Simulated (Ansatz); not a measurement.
Runs of Ansatz 0.2.0 on Zn. Symmetry: Im-3m, No. 229, cubic system. Conventional cell: a = 3.138 Å, b = 3.138 Å, c = 3.138 Å, α = 90.00°, β = 90.00°, γ = 90.00°. Zn (site symmetry m-3m) is surrounded by 8 Zn at 2.72 Å. This isn't the form of Zn at room conditions, which is hcp.

```tsv
task	level	cell	k mesh	smearing	atoms under strain	gap on the mesh (eV)	pressure (GPa)	relaxed volume (Å³/atom)
relaxation of cell and atoms	revPBE+D4	relaxed	12 × 12 × 12	fermi-dirac 0.05 eV	-	none	0.0	(a)
relaxation of cell and atoms	BLYP+D4	relaxed	12 × 12 × 12	fermi-dirac 0.05 eV	-	none	0.0	15.41
relaxation of cell and atoms	BLYP+D3(BJ)	relaxed	12 × 12 × 12	fermi-dirac 0.05 eV	-	none	0.0	(b)
elastic constants	LDA	as given	9 × 9 × 9	fermi-dirac 0.05 eV	relaxed	none	-8.7	-
single point	PBE	as given	12 × 12 × 12	gaussian 0.028 eV	-	none	-0.2	-
phonons	LDA	as given	9 × 9 × 9	fermi-dirac 0.05 eV	-	none	-	-
relaxation of cell and atoms	RPBE+D4	relaxed	12 × 12 × 12	fermi-dirac 0.05 eV	-	none	0.0	14.60
relaxation of cell and atoms	revPBE+D3(BJ)	relaxed	12 × 12 × 12	fermi-dirac 0.05 eV	-	none	0.0	13.98
single point	PBE	as given	12 × 12 × 12	gaussian 0.027 eV	-	none	-0.2	-
```

Alike in all rows: potentials or basis Ansatz PAW; no spin polarisation; cutoff (eV) 420.

Q: Fill in the values left out.

A: (a) 14.54; (b) 14.55.

Caveats: the PAW data sets come from PBE, with cores solved anew for the run's functional, which leaves a small shift of forces and pressure (some runs); the plane-wave basis is chosen anew once the cell has moved, so the energies of steps on either side of that aren't comparable (some runs); pairwise dispersion overbinds metals, which lowers pressure and volume (some runs); the cell is more than 3 GPa from zero pressure, which shifts response properties (some runs); the elastic tensor has a negative eigenvalue, so either the cell is unstable as it stands or the mesh is too thin (some runs).

A gap of «none» marks a metal or a gap under the smearing width.
